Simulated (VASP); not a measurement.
# AlN (P6_3mc) in VASP: notebook

Runs on AlN. Level: PBE. Tasks: relaxation of cell and atoms, single point.

Program: VASP 6.6.1. These are calculated values, not measurements. Logs are shortened: lines on timing, memory, paths and dates and some standing lists are left out, and cuts for length are marked.

**The experiment to reproduce.**

From “Self-assembly of well-separated AlN nanowires directly on sputtered metallic TiN films”, 2019, arxiv:1910.07391, for a bulk crystal of AlN at 10 K: band gap 6.034 eV (an exciton energy, a little under the gap).

How close the calculation comes is told below.

## 1. Starting point

It takes space group P6_3mc (No. 186, hexagonal). Conventional cell: a = 3.113 Å, b = 3.113 Å, c = 4.981 Å, α = 90.00°, β = 90.00°, γ = 120.00°. Al (site symmetry 3m) is surrounded by 4 N at 1.89 Å. N (site symmetry 3m) has 4 Al at 1.89 Å as nearest neighbours.

## 2. Relaxation of cell and atoms, PBE (cell and atoms relaxed tightly for response)

The input, INCAR:

```
ALGO = Normal ; EDIFF = 1E-6
EDIFFG = -0.001 ; ENCUT = 600
GGA = PE ; IBRION = 2
ISIF = 3 ; ISMEAR = 0
LASPH = T ; LCHARG = F
LREAL = F ; LWAVE = F
NELM = 100 ; NSW = 80
PREC = Accurate ; SIGMA = 0.01
```

The input, KPOINTS:

```
k-points
0
Gamma
  9 9 6
```

The input, POSCAR:

```
AlN
1.0
    3.1302455680      0.0000000000      0.0000000000
   -1.5651227840      2.7108721819      0.0000000000
    0.0000000000      0.0000000000      5.0179604227
Al N
2 2
Direct
    0.3333333333      0.6666666667     -0.0007713538
    0.6666666667      0.3333333333      0.4992286462
    0.3333333333      0.6666666667      0.3807713538
    0.6666666667      0.3333333333      0.8807713538
```

Potentials or basis: VASP PAW PBE potentials, release 64 (Al, N).

Launch:

```
cat potpaw_PBE.64/Al/POTCAR potpaw_PBE.64/N/POTCAR > POTCAR
mpirun -np 1 vasp_std > vasp.out
```

OUTCAR:

```text
EDIFF = 1E-6
   EDIFFG = -0.001
   ENCUT = 600
   GGA = PE
   IBRION = 2
   ISIF = 3
   ISMEAR = 0
   LASPH = T
   LREAL = F
   NELM = 100
   NSW = 80
   PREC = Accurate

 ion  position               nearest neighbor table
   1  0.333  0.667  0.999-   4 1.90   4 1.90   4 1.90   3 1.91   2 3.09   2 3.09   2 3.09   2 3.09
                             2 3.09   2 3.09
   2  0.667  0.333  0.499-   3 1.90   3 1.90   3 1.90   4 1.91   1 3.09   1 3.09   1 3.09   1 3.09
                             1 3.09   1 3.09
   3  0.333  0.667  0.381-   2 1.90   2 1.90   2 1.90   1 1.91
   4  0.667  0.333  0.881-   1 1.90   1 1.90   1 1.90   2 1.91

  LATTYP: Found a hexagonal cell.
 ALAT       =     3.1302455680
 C/A-ratio  =     1.6030564739

  Lattice vectors:

 A1 = (   3.1302455680,   0.0000000000,   0.0000000000)
 A2 = (  -1.5651227840,   2.7108721819,   0.0000000000)
 A3 = (   0.0000000000,   0.0000000000,   5.0179604227)

Analysis of symmetry for initial positions (statically):
=====================================================================
 Subroutine PRICEL returns:
 Original cell was already a primitive cell.

 Routine SETGRP: Setting up the symmetry group for a
 hexagonal supercell.

 Subroutine GETGRP returns: Found 12 space group operations
 (whereof  6 operations were pure point group operations)
 out of a pool of 24 trial point group operations.

The static configuration has the point symmetry C_3v.
 The point group associated with its full space group is C_6v.

Analysis of symmetry for dynamics (positions and initial velocities):
=====================================================================
 Subroutine PRICEL returns:
 Original cell was already a primitive cell.

 Routine SETGRP: Setting up the symmetry group for a
 hexagonal supercell.

 Subroutine GETGRP returns: Found 12 space group operations
 (whereof  6 operations were pure point group operations)
 out of a pool of 24 trial point group operations.

The dynamic configuration has the point symmetry C_3v.
 The point group associated with its full space group is C_6v.

 Subroutine INISYM returns: Found 12 space group operations
 (whereof  6 operations are pure point group operations),
 and found     1 'primitive' translations

----------------------------------------------------------------------------------------

                                     Primitive cell

  volume of cell :      42.5809

  direct lattice vectors                    reciprocal lattice vectors
     3.130245568  0.000000000  0.000000000     0.319463754  0.184442484  0.000000000
    -1.565122784  2.710872182  0.000000000     0.000000000  0.368884969  0.000000000
     0.000000000  0.000000000  5.017960423     0.000000000  0.000000000  0.199284154

  length of vectors
[... 114 lines left out ...]
   IVDW    =     0    specifies the selected vdW correction
   LEPSILON=     F    determine dielectric tensor
   LRPA    =     F    only Hartree local field effects (RPA)
 conjugate gradient relaxation of ions
 non-spin polarized calculation
 Gauss-broadening in eV      SIGMA  =   0.01
  energy-cutoff  :      600.00
  volume of cell :       42.58
 maximum number of plane-waves:      1448
 NGX is ok and might be reduce to    28
   NGX = 13   NGY = 13   NGZ = 21

--------------------------------------- Ionic step        1  -------------------------------------------

 number of electron      15.9999999 magnetization

 Free energy of the ion-electron system (eV)
  ---------------------------------------------------
  ext. energy  EPLUGINS =         0.00000000
  ---------------------------------------------------
  free energy    TOTEN  =       -29.78354463 eV

  energy without entropy =      -29.78354463  energy(sigma->0) =      -29.78354463

------------------------ aborting loop because EDIFF is reached ----------------------------------------

  FORCE on cell =-STRESS in cart. coord.  units (eV):
  Direction    XX          YY          ZZ          XY          YZ          ZX
  --------------------------------------------------------------------------------------
  -------------------------------------------------------------------------------------
  Total       -0.1048042     -0.1048042     -0.0880693      0.0000000      0.0000000      0.0000000
  in kB       -3.9434350     -3.9434350     -3.3137548      0.0000000      0.0000000      0.0000000
  external PRESSURE =      -3.7335416 kB  Pullay stress =       0.0000000 kB
[... 101 lines left out ...]
--------------------------------------- Ionic step        4  -------------------------------------------

 number of electron      15.9999999 magnetization

 Free energy of the ion-electron system (eV)
  ---------------------------------------------------
  ext. energy  EPLUGINS =         0.00000000
  ---------------------------------------------------
  free energy    TOTEN  =       -29.78365399 eV

  energy without entropy =      -29.78365399  energy(sigma->0) =      -29.78365399

 E-fermi :   6.0832     XC(G=0): -10.8358

 val. band max:        5.9829574335   @ k =   0.0000   0.0000   0.0000
 cond. band min:      10.0437454890   @ k =   0.0000   0.0000   0.0000
 fundamental gap:      4.0607880555
 Fermi energy:         6.0832008676

 k-point     1 :       0.0000    0.0000    0.0000
  band No.  band energies     occupation
      1      -9.0969      2.00000
      2      -7.0085      2.00000
      3       0.0681      2.00000
      4       5.1373      2.00000
      5       5.1373      2.00000
      6       5.7802      2.00000
      7       5.7802      2.00000
      8       5.9830      2.00000
      9      10.0437      0.00000
     10      12.5095      0.00000
     11      16.4550      0.00000
     12      17.0250      0.00000
[... 331 lines left out ...]
 k-point    24 :       0.3333    0.3333    0.1667
  band No.  band energies     occupation
      1      -6.6487      2.00000
      2      -6.6487      2.00000
      3       1.3614      2.00000
      4       1.8477      2.00000
      5       1.8477      2.00000
      6       3.3360      2.00000
      7       4.1298      2.00000
      8       4.1298      2.00000
      9      11.4209      0.00000
     10      14.2135      0.00000
     11      14.9936      0.00000
     12      14.9936      0.00000

 [... further k-points ...]

------------------------ aborting loop because EDIFF is reached ----------------------------------------

  FORCE on cell =-STRESS in cart. coord.  units (eV):
  Direction    XX          YY          ZZ          XY          YZ          ZX
  --------------------------------------------------------------------------------------
  -------------------------------------------------------------------------------------
  Total        0.0007170      0.0007170     -0.0001128      0.0000000     -0.0000000     -0.0000000
  in kB        0.0270337      0.0270337     -0.0042529      0.0000000     -0.0000000     -0.0000000
  external PRESSURE =       0.0166048 kB  Pullay stress =       0.0000000 kB
[... 19 lines left out ...]
  FREE ENERGIE OF THE ION-ELECTRON SYSTEM (eV)
  ---------------------------------------------------
  free  energy   TOTEN  =       -29.7836539905 eV

  energy  without entropy=      -29.7836539905  energy(sigma->0) =      -29.78365399

 reached required accuracy - stopping structural energy minimisation
```

CONTCAR:

```text
AlN
   1.00000000000000
     3.1280408865898393    0.0000000000000000    0.0000000000000000
    -1.5640204432949196    2.7089628717917011    0.0000000000000000
     0.0000000000000000    0.0000000000000000    5.0149905328395104
  Al              N
     2     2
Direct
     0.3333333332999970    0.6666666667000030    0.9992321312779784
     0.6666666667000030    0.3333333332999970    0.4992321312779783
     0.3333333332999970    0.6666666667000030    0.3807678687220242
     0.6666666667000030    0.3333333332999970    0.8807678687220242

  0.00000000E+00  0.00000000E+00  0.00000000E+00
  0.00000000E+00  0.00000000E+00  0.00000000E+00
  0.00000000E+00  0.00000000E+00  0.00000000E+00
  0.00000000E+00  0.00000000E+00  0.00000000E+00
```

It took 31 s on 1 thread of AMD EPYC 9R45 (Zen 5), shared host; peak memory 0.16 GiB.

What came out:

- Free energy: -29.7837 eV
- Relaxed volume: 10.62 Å³/atom
- Relaxed cell: a = 3.128 Å, b = 3.128 Å, c = 5.015 Å, α = 90.00°, β = 90.00°, γ = 120.00°
- Space group after relaxing (to 0.05 Å): P6_3mc (No. 186)
- Energy gained by relaxing: 0.0 meV/atom
- Ionic steps: 4
- Pressure after relaxing: 0.0 GPa
- Band gap on the k mesh: 4.06 eV, direct

Step by step:
```
step  energy change (eV)  largest force (eV/Å)  pressure (GPa)  volume (Å³)
   1              0.0000                0.0007           -0.37        42.58
   2              0.0000                0.0009            0.31        42.43
   3             -0.0001                0.0008            0.02        42.49
   4             -0.0001                0.0007            0.00        42.50
```

Final structure:
```xyz
4
Lattice="3.1280 0.0000 0.0000 -1.5640 2.7090 0.0000 0.0000 0.0000 5.0150" Properties=species:S:1:pos:R:3 pbc="T T T"
Al    0.0000    1.8060    5.0111
Al    1.5640    0.9030    2.5036
N     0.0000    1.8060    1.9095
N     1.5640    0.9030    4.4170
```

Caveat: an odd mesh through Γ misses points on the zone boundary, where band edges often lie.

## 3. Single point, PBE

The input, INCAR:

```
SYSTEM = AlN
PREC = Accurate
ENCUT = 520
EDIFF = 1E-7
ISMEAR = 0
SIGMA = 0.1
LREAL = .False.
LASPH = .True.
NELM = 80
ALGO = Fast
ISIF = 2
LWAVE = .False.
LCHARG = .False.
GGA = PE
NBANDS = 16
```

The input, KPOINTS:

```
Automatic mesh
0
Gamma
  6 6 4
  0 0 0
```

The input, POSCAR:

```
AlN
1.0
    3.1130000000      0.0000000000      0.0000000000
   -1.5565000000      2.6959370820      0.0000000000
    0.0000000000      0.0000000000      4.9810000000
Al N
2 2
Direct
    0.3333333333      0.6666666667      0.0000000000
    0.6666666667      0.3333333333      0.5000000000
    0.3333333333      0.6666666667      0.3800000000
    0.6666666667      0.3333333333      0.8800000000
```

Potentials or basis: VASP PAW PBE potentials, release 64 (Al, N).

Launch:

```
cat potpaw_PBE.64/Al/POTCAR potpaw_PBE.64/N/POTCAR > POTCAR
mpirun -np 1 vasp_std > vasp.out
```

Wall time 10 s (1 thread of AMD EPYC 9R45 (Zen 5), shared host); peak memory 0.12 GiB.

The run converged. Its results:

```yaml
Free_energy: -29.7699 eV
Pressure: 3.4 GPa
Largest_force: 0.130 eV/Å
Band_gap_on_the_k_mesh: 4.22 eV, direct
```

Forces on the atoms (eV/Å):
```
Al   0.000  0.000 -0.130
Al   0.000  0.000 -0.130
N    0.000  0.000  0.130
N    0.000  0.000  0.130
```

Stress tensor (GPa, compression positive):
```
2.90 0.00 0.00
0.00 2.90 0.00
0.00 0.00 4.53
```

Levels at points of the mesh, in eV from the valence-band top:
```
           k point  band 6  band 7  band 8  band 9  band 10  band 11
(0.00, 0.00, 0.00)   -0.18   -0.18    0.00    4.22     6.66    10.61
(0.50, 0.00, 0.00)   -2.06   -1.77   -0.66    5.82     5.83     8.20
(0.00, 0.00, 0.50)   -0.52   -0.52   -0.52    6.47     6.47    10.34
(0.50, 0.00, 0.50)   -1.44   -1.35   -1.35    5.33     5.33     9.29
```

## 4. Against experiment

Step 3. A measured gap of AlN is 6.034 eV (an exciton energy, a little under the gap; 10 K; quoted in “Self-assembly of well-separated AlN nanowires directly on sputtered metallic TiN films”, 2019, arxiv:1910.07391); the calculated 4.22 eV misses it by -1.81 eV. 2 values of this kind are on record (6.034 to 6.0343 eV); this one was drawn at random. The value is that of PBE, without temperature or zero-point motion. Semilocal functionals fall short of measured gaps as a rule.
